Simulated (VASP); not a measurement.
# HgTe (Cmcm) in VASP: single point with PBEsol+D3(BJ)

Aim: the single point of HgTe with PBEsol+D3(BJ).

Everything below comes from runs of VASP 6.6.1. Logs are shortened: lines on timing, memory, paths and dates and some standing lists are left out, and cuts for length are marked.

### 1 The structure

Symmetry: Cmcm, No. 63, orthorhombic system. The conventional cell has a = 5.985 Å, b = 6.934 Å, c = 5.798 Å, α = 90.00°, β = 90.00°, γ = 90.00°. Hg (site symmetry m2m) has 5 Te at 3.02 to 3.06 Å as nearest neighbours. Te (site symmetry m2m) has 5 Hg at 3.02 to 3.06 Å as nearest neighbours.

Measurements of this composition are mostly on another form, of space group No. 216.

### 2 Single point, PBEsol+D3(BJ)

The input, INCAR:

```
SYSTEM = HgTe
  PREC = Accurate
  ENCUT = 520
  EDIFF = 1E-7
  ISMEAR = -1
  SIGMA = 0.1
  LREAL = .FALSE.
  LASPH = .TRUE.
  NELM = 100
  ALGO = Fast
  ISIF = 2
  LWAVE = .FALSE.
  LCHARG = .TRUE.
  GGA = PS
  IVDW = 12
  LELF = .TRUE.
  LVHAR = .TRUE.
  NBANDS = 26
```

The input, KPOINTS:

```
regular mesh
0
G
  4 4 4
  0 0 0
```

The input, POSCAR:

```
HgTe
1.0
    2.9925200000     -3.4669300000      0.0000000000
    2.9925200000      3.4669300000      0.0000000000
    0.0000000000      0.0000000000      5.7981600000
Hg Te
2 2
Direct
    0.3430500000      0.6569500000      0.7500000000
    0.6569500000      0.3430500000      0.2500000000
    0.7848100000      0.2151900000      0.7500000000
    0.2151900000      0.7848100000      0.2500000000
```

Potentials or basis: VASP PAW PBE potentials, release 64 (Hg, Te).

Launch:

```
$ cat potpaw_PBE.64/Hg/POTCAR potpaw_PBE.64/Te/POTCAR > POTCAR
$ mpirun -np 1 vasp_std > vasp.out
```

OUTCAR:

```text
SYSTEM = HgTe
   PREC = Accurate
   ENCUT = 520
   EDIFF = 1E-7
   ISMEAR = -1
   LREAL = .FALSE.
   LASPH = .TRUE.
   NELM = 100
   ISIF = 2
   GGA = PS
   IVDW = 12
 IVDW          = 12

 ion  position               nearest neighbor table
   1  0.343  0.657  0.750-   3 3.02   3 3.02   4 3.03   4 3.03   3 3.06   2 3.63   2 3.63
   2  0.657  0.343  0.250-   4 3.02   4 3.02   3 3.03   3 3.03   4 3.06   1 3.63   1 3.63
   3  0.785  0.215  0.750-   1 3.02   1 3.02   2 3.03   2 3.03   1 3.06
   4  0.215  0.785  0.250-   2 3.02   2 3.02   1 3.03   1 3.03   2 3.06

  LATTYP: Found a base centered orthorhombic cell.
 ALAT       =     5.9850400000
 B/A-ratio  =     1.1585319396
 C/A-ratio  =     0.9687754802

  Lattice vectors:

 A1 = (   2.9925200000,  -3.4669300000,   0.0000000000)
 A2 = (   2.9925200000,   3.4669300000,   0.0000000000)
 A3 = (   0.0000000000,   0.0000000000,   5.7981600000)

Analysis of symmetry for initial positions (statically):
=====================================================================
 Subroutine PRICEL returns:
 Original cell was already a primitive cell.

 Routine SETGRP: Setting up the symmetry group for a
 base centered orthorhombic supercell.

 Subroutine GETGRP returns: Found  8 space group operations
 (whereof  4 operations were pure point group operations)
 out of a pool of  8 trial point group operations.

The static configuration has the point symmetry C_2h.
 The point group associated with its full space group is D_2h.

Analysis of symmetry for dynamics (positions and initial velocities):
=====================================================================
 Subroutine PRICEL returns:
 Original cell was already a primitive cell.

 Routine SETGRP: Setting up the symmetry group for a
 base centered orthorhombic supercell.

 Subroutine GETGRP returns: Found  8 space group operations
 (whereof  4 operations were pure point group operations)
 out of a pool of  8 trial point group operations.

The dynamic configuration has the point symmetry C_2h.
 The point group associated with its full space group is D_2h.

 Subroutine INISYM returns: Found  8 space group operations
 (whereof  4 operations are pure point group operations),
 and found     1 'primitive' translations

----------------------------------------------------------------------------------------

                                     Primitive cell

  volume of cell :     120.3102

  direct lattice vectors                    reciprocal lattice vectors
     2.992520000 -3.466930000  0.000000000     0.167083261 -0.144219814  0.000000000
     2.992520000  3.466930000  0.000000000     0.167083261  0.144219814  0.000000000
     0.000000000  0.000000000  5.798160000     0.000000000  0.000000000  0.172468507

  length of vectors
     4.579823094  4.579823094  5.798160000     0.220717400  0.220717400  0.172468507

  position of ions in fractional coordinates (direct lattice)
     0.343050000  0.656950000  0.750000000
     0.656950000  0.343050000  0.250000000
     0.784810000  0.215190000  0.750000000
     0.215190000  0.784810000  0.250000000

  ion indices of the primitive-cell ions
   primitive index   ion index
                 1           1
                 2           2
                 3           3
                 4           4

----------------------------------------------------------------------------------------

 KPOINTS: regular mesh

Automatic generation of k-mesh.
 Grid dimensions read from file:
 generate k-points for:    4    4    4

 Generating k-lattice:

  Cartesian coordinates                     Fractional coordinates (reciprocal lattice)
     0.041770815 -0.036054954  0.000000000     0.250000000 -0.000000000  0.000000000
     0.041770815  0.036054954  0.000000000    -0.000000000  0.250000000  0.000000000
     0.000000000  0.000000000  0.043117127     0.000000000  0.000000000  0.250000000

  Length of vectors
     0.055179350  0.055179350  0.043117127

  Shift w.r.t. Gamma in fractional coordinates (k-lattice)
     0.000000000  0.000000000  0.000000000

 Subroutine IBZKPT returns following result:
 ===========================================

 Found     21 irreducible k-points:

 Following reciprocal coordinates:
            Coordinates               Weight
  0.000000  0.000000  0.000000      1.000000
  0.250000 -0.000000  0.000000      4.000000
  0.500000 -0.000000  0.000000      2.000000
  0.250000  0.250000  0.000000      2.000000
  0.500000  0.250000  0.000000      4.000000
 -0.250000  0.250000  0.000000      2.000000
[... 13 lines left out ...]
 -0.250000  0.250000  0.500000      2.000000
  0.500000  0.500000  0.500000      1.000000
   k-points           NKPTS =     21   k-points in BZ     NKDIM =     21   number of bands    NBANDS=     26
   number of dos      NEDOS =    301   number of ions     NIONS =      4
   total plane-waves  NPLWV =  62208
   dimension x,y,z NGX =    36 NGY =   36 NGZ =   48
   dimension x,y,z NGXF=    72 NGYF=   72 NGZF=   96
   ions per type =               2   2
   NGX,Y,Z   is equivalent  to a cutoff of  13.07, 13.07, 13.76 a.u.
   NGXF,Y,Z  is equivalent  to a cutoff of  26.14, 26.14, 27.53 a.u.
 SYSTEM =  HgTe
   PREC   = accura    normal or accurate (medium, high low for compatibility)
   ISTART =      0    job   : 0-new  1-cont  2-samecut
   ICHARG =      2    charge: 1-file 2-atom 10-const
   ISPIN  =      1    spin polarized calculation?
   LNONCOLLINEAR =      F non collinear calculations
   LSORBIT =      F    spin-orbit coupling
   LASPH  =      T    aspherical Exc in radial PAW
   ENCUT  =  520.0 eV  38.22 Ry    6.18 a.u.   8.52  8.52 10.78*2*pi/ulx,y,z
   NELM   =    100;   NELMIN=  2; NELMDL= -5     # of ELM steps
   EDIFF  = 0.1E-06   stopping-criterion for ELM
   LREAL  =      F    real-space projection
   EDIFFG = 0.1E-05   stopping-criterion for IOM
   NSW    =      0    number of steps for IOM
   IBRION =     -1    ionic relax: 0-MD 1-quasi-New 2-CG
   NFREE  =      0    steps in history (QN), initial steepest desc. (CG)
   ISIF   =      2    stress and relaxation
   ISYM   =      2    0-nonsym 1-usesym 2-fastsym
   POTIM  = 0.5000    time-step for ionic-motion
   TEBEG  =    0.0;   TEEND  =   0.0 temperature during run
   PSTRESS=    0.0 pullay stress
   NELECT =      36.0000    total number of electrons
   NUPDOWN=      -1.0000    fix difference up-down
   EMIN   =  10.00;   EMAX   =-10.00  energy-range for DOS
   EFERMI =   0.00;   METHOD = LEGACY
   ISMEAR =    -1;   SIGMA  =   0.10  broadening in eV -4-tet -1-fermi 0-gaus
   EFERMI_NEDOS =   21; number of points for ismear=-14 and -15
   IALGO  =     68    algorithm
   IMIX   =      4    mixing-type and parameters
     AMIX     =   0.40;   BMIX     =  1.00
     AMIX_MAG =   1.60;   BMIX_MAG =  1.00
  volume/ion in A,a.u.               =      30.08       202.97
  Fermi-wavevector in a.u.,A,eV,Ry     =   1.094985  2.069222 16.313283  1.198992
  Thomas-Fermi vector in A             =   2.231300
   LORBIT       =      0    0 simple, 1 ext, 2 COOP (PROOUT), +10 PAW based schemes
   GGA     = PS    functional components
   LHFCALC =     F    Hartree Fock is set to
   AEXX    =    0.0000 exact exchange contribution
   IVDW    =    12    specifies the selected vdW correction
   LEPSILON=     F    determine dielectric tensor
   LRPA    =     F    only Hartree local field effects (RPA)
 non-spin polarized calculation
 RMM-DIIS sequential band-by-band and
  energy-cutoff  :      520.00
  volume of cell :      120.31
 maximum number of plane-waves:      3256
 NGX is ok and might be reduce to    36
   NGX = 17   NGY = 17   NGZ = 21

 number of electron      36.0000001 magnetization

 Free energy of the ion-electron system (eV)
  ---------------------------------------------------
  ext. energy  EPLUGINS =         0.00000000
  ---------------------------------------------------
  free energy    TOTEN  =        -8.21398400 eV

  energy without entropy =       -8.15675655  energy(sigma->0) =       -8.18537028

 E-fermi :   3.7266     XC(G=0):  -9.7496

 val. band max:        3.6458141427   @ k =   0.2500  -0.0000   0.2500
 cond. band min:       3.7583083237   @ k =   0.5000   0.2500   0.0000
 fundamental gap:      0.1124941810
 Fermi energy:         3.7265599321

 k-point     1 :       0.0000    0.0000    0.0000
  band No.  band energies     occupation
      1      -8.1261      2.00000
      2      -7.0161      2.00000
      3      -3.0800      2.00000
      4      -2.9866      2.00000
      5      -2.9567      2.00000
      6      -2.9059      2.00000
[... 18 lines left out ...]
     25      10.6226      0.00000
     26      10.9527      0.00000

 k-point     2 :       0.2500   -0.0000    0.0000
  band No.  band energies     occupation
      1      -7.8487      2.00000
      2      -6.9976      2.00000
      3      -3.1848      2.00000
      4      -3.0716      2.00000
      5      -3.0073      2.00000
      6      -2.9096      2.00000
[... 18 lines left out ...]
     25      10.5075      0.00000
     26      10.6759      0.00000

 k-point     3 :       0.5000   -0.0000    0.0000
  band No.  band energies     occupation
      1      -7.3030      2.00000
      2      -7.2268      2.00000
      3      -3.2649      2.00000
      4      -3.1488      2.00000
      5      -3.0531      2.00000
      6      -3.0351      2.00000
[... 18 lines left out ...]
     25       9.2030      0.00000
     26      10.2420      0.00000

 k-point     4 :       0.2500    0.2500    0.0000
  band No.  band energies     occupation
      1      -7.5278      2.00000
      2      -7.0382      2.00000
      3      -3.2399      2.00000
      4      -3.1573      2.00000
      5      -3.0679      2.00000
      6      -2.8632      2.00000
[... 18 lines left out ...]
     25       9.8481      0.00000
     26      11.2327      0.00000

 k-point     5 :       0.5000    0.2500    0.0000
  band No.  band energies     occupation
      1      -7.3637      2.00000
      2      -7.1475      2.00000
      3      -3.0780      2.00000
      4      -3.0498      2.00000
      5      -2.9510      2.00000
      6      -2.9482      2.00000
[... 18 lines left out ...]
     25      10.8125      0.00000
     26      11.6127      0.00000

 k-point     6 :      -0.2500    0.2500    0.0000
  band No.  band energies     occupation
      1      -7.7667      2.00000
      2      -7.0282      2.00000
      3      -3.1209      2.00000
      4      -2.9739      2.00000
      5      -2.9482      2.00000
      6      -2.9375      2.00000
[... 340 lines left out ...]
 k-point    18 :       0.2500    0.2500    0.5000
  band No.  band energies     occupation
      1      -7.1272      2.00000
      2      -7.1272      2.00000
      3      -3.2576      2.00000
      4      -3.2576      2.00000
      5      -3.2167      2.00000
      6      -3.2167      2.00000
[... 18 lines left out ...]
     25       9.8576      0.00000
     26       9.8576      0.00000

 k-point    19 :       0.5000    0.2500    0.5000
  band No.  band energies     occupation
      1      -7.0991      2.00000
      2      -7.0991      2.00000
      3      -3.2320      2.00000
      4      -3.2320      2.00000
      5      -3.0254      2.00000
      6      -3.0254      2.00000
[... 18 lines left out ...]
     25      10.6382      0.00000
     26      10.6382      0.00000

 k-point    20 :      -0.2500    0.2500    0.5000
  band No.  band energies     occupation
      1      -7.2815      2.00000
      2      -7.2815      2.00000
      3      -3.2090      2.00000
      4      -3.2090      2.00000
      5      -2.9545      2.00000
      6      -2.9545      2.00000
[... 18 lines left out ...]
     25       9.9430      0.00000
     26       9.9430      0.00000

 k-point    21 :       0.5000    0.5000    0.5000
  band No.  band energies     occupation
      1      -7.1113      2.00000
      2      -7.1113      2.00000
      3      -3.2128      2.00000
      4      -3.2128      2.00000
      5      -2.8821      2.00000
      6      -2.8821      2.00000
[... 18 lines left out ...]
     25      10.8722      0.00000
     26      10.8722      0.00000

------------------------ aborting loop because EDIFF is reached ----------------------------------------

 Edisp (eV)   -1.56713

 E8    (eV) :    -1.0633

  FORCE on cell =-STRESS in cart. coord.  units (eV):
  Direction    XX          YY          ZZ          XY          YZ          ZX
  --------------------------------------------------------------------------------------
  -------------------------------------------------------------------------------------
  Total      -4.04787    -3.24111    -4.42692     0.00000     0.00000     0.00000
  in kB     -53.90576   -43.16209   -58.95351     0.00000     0.00000     0.00000
  external pressure =      -52.01 kB  Pullay stress =        0.00 kB

 VOLUME and BASIS-vectors are now :
 -----------------------------------------------------------------------------
  energy-cutoff  :      520.00
  volume of cell :      120.31
      direct lattice vectors                 reciprocal lattice vectors
     2.992520000 -3.466930000  0.000000000     0.167083261 -0.144219814  0.000000000
     2.992520000  3.466930000  0.000000000     0.167083261  0.144219814  0.000000000
     0.000000000  0.000000000  5.798160000     0.000000000  0.000000000  0.172468507

 POSITION                                       TOTAL-FORCE (eV/Angst)
 -----------------------------------------------------------------------------------
      2.99252      1.08827      4.34862         0.000000     -0.004539      0.000000
      2.99252     -1.08827      1.44954         0.000000      0.004539     -0.000000
      2.99252     -1.97483      4.34862         0.000000      0.142784     -0.000000
      2.99252      1.97483      1.44954         0.000000     -0.142784      0.000000
 -----------------------------------------------------------------------------------
    total drift:                                0.000000      0.000000     -0.000000

  FREE ENERGIE OF THE ION-ELECTRON SYSTEM (eV)
  ---------------------------------------------------
  free  energy   TOTEN  =        -9.7811095353 eV

  energy  without entropy=       -9.7238820941  energy(sigma->0) =       -9.75249581
```

Wall time 1.7 min (1 thread of AMD EPYC 7R43 (Zen 3), shared host); peak memory 0.22 GiB.

What came out:

```
Free energy                : -9.7811 eV
Pressure                   : -5.2 GPa
Largest force              : 0.143 eV/Å
Band gap on the k mesh     : none (metal or under the smearing width)
Dispersion energy per atom : -0.392 eV
```

Forces in eV/Å, atoms in the order of the input:
```
Hg   0.000 -0.005  0.000
Hg   0.000  0.005  0.000
Te   0.000  0.143  0.000
Te   0.000 -0.143  0.000
```

Stress tensor (GPa, compression positive):
```
-5.39  0.00  0.00
 0.00 -4.32  0.00
 0.00  0.00 -5.90
```

Levels at points of the mesh, in eV from the Fermi level:
| k point | band 16 | band 17 | band 18 | band 19 | band 20 | band 21 |
| --- | --- | --- | --- | --- | --- | --- |
| (0.00, 0.00, 0.00) | -2.51 | -1.00 | -0.47 | -0.38 | -0.11 | 4.05 |
| (0.50, 0.00, 0.00) | -1.91 | -0.84 | -0.53 | 1.40 | 2.44 | 2.89 |
| (0.50, 0.50, 0.00) | -1.96 | -1.80 | -1.76 | -1.72 | -1.42 | 3.22 |
| (0.00, 0.00, 0.50) | -1.81 | -1.24 | -1.24 | 1.41 | 1.41 | 4.77 |
| (0.50, 0.00, 0.50) | -0.89 | 0.23 | 0.23 | 1.89 | 1.89 | 3.74 |
| (0.50, 0.50, 0.50) | -3.12 | -2.94 | -2.94 | 2.06 | 2.06 | 5.53 |

Caveat: the PAW data sets were made with another functional, which shifts forces and pressure a little.
